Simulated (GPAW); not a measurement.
Runs of GPAW 26.7.0 on Zn. The structure is cubic, space group Fm-3m (No. 225). Conventional cell: a = 3.930 Å, b = 3.930 Å, c = 3.930 Å, α = 90.00°, β = 90.00°, γ = 90.00°. Zn (site symmetry m-3m) is surrounded by 12 Zn at 2.78 Å. This isn't the form of Zn at room conditions, which is hcp.

| task | level | potentials or basis | cell | k mesh | cutoff (eV) | maxiter | optimizer | fmax | max steps | convergence | gap on the mesh (eV) | pressure (GPa) | relaxed volume (Å³/atom) |
| --- | --- | --- | --- | --- | --- | --- | --- | --- | --- | --- | --- | --- | --- |
| relaxation of cell and atoms | PBEsol+D3(BJ) | PAW data sets generated in the run's folder for this functional, pw | relaxed | 12 × 12 × 12 | 600 | 150 | BFGS | 0.02 eV/Å | 60 | density=1e-05 forces=0.0001 | none | 0.0 | 13.39 |
| relaxation of cell and atoms | PBEsol+D3(BJ)+ATM | PAW data sets generated in the run's folder for this functional, pw | relaxed | 12 × 12 × 12 | 600 | 150 | BFGS | 0.02 eV/Å | 60 | density=1e-05 forces=0.0001 | none | 0.0 | 13.54 |
| band structure | LDA | the program's PAW data sets (release 1.2.1) made for this functional, pw | as given | 12 × 12 × 12 | 600 | 150 | - | - | - | - | - | -8.9 | - |
| band structure | PBE | GPAW PAW data sets (gpaw-data 1.2.1), pw | as given | 12 × 12 × 12 | 600 | 150 | - | - | - | - | - | -0.5 | - |
| relaxation of cell and atoms | PBEsol+D3 | PAW data sets generated in the run's folder for this functional, pw | relaxed | 12 × 12 × 12 | 600 | 150 | BFGS | 0.02 eV/Å | 60 | density=1e-05 forces=0.0001 | none | 0.0 | 13.46 |
| band structure | RPBE | the program's PAW data sets (release 1.2.1) made for this functional, pw | as given | 12 × 12 × 12 | 600 | 150 | - | - | - | - | - | 2.8 | - |
| band structure | revPBE | the program's PAW data sets (release 1.2.1) made for this functional, pw | as given | 12 × 12 × 12 | 600 | 150 | - | - | - | - | - | 1.9 | - |
| relaxation of cell and atoms | PBEsol | PAW data sets generated in the run's folder for this functional, pw | relaxed | 12 × 12 × 12 | 600 | 150 | BFGS | 0.02 eV/Å | 60 | density=1e-05 forces=0.0001 | none | -0.1 | 14.08 |
| relaxation of cell and atoms | PBEsol+D4 | PAW data sets generated in the run's folder for this functional, pw | relaxed | 12 × 12 × 12 | 600 | 150 | BFGS | 0.02 eV/Å | 60 | density=1e-05 forces=0.0001 | none | -0.2 | 13.76 |
| band structure | BLYP | PAW data sets generated in the run's folder for this functional, pw | as given | 12 × 12 × 12 | 600 | 150 | - | - | - | - | - | (b) | - |
| single point | LDA | the program's PAW data sets (release 1.2.1) made for this functional, pw | as given | 9 × 9 × 9 | 500 | 120 | - | - | - | default | none | (a) | - |
| single point | PBE | GPAW PAW data sets (gpaw-data 1.2.1), pw | strain = -0.02 | 12 × 12 × 12 | 600 | 150 | - | - | - | - | none | -0.4 | - |

Alike in all rows: no spin polarisation; smearing fermi-dirac 0.05 eV.

Q: Fill in the values left out.

A: (a) -9.0; (b) 5.6.

Caveats: later steps reuse the first step's grids (some runs); pairwise dispersion overbinds metals, which lowers pressure and volume (some runs); the cutoff is short for stress and forces, so pressures can be off by a GPa or more (some runs); the density grid can change from cell to cell, which puts small steps into energies and stress (some runs).

A gap of «none» marks a metal or a gap under the smearing width.
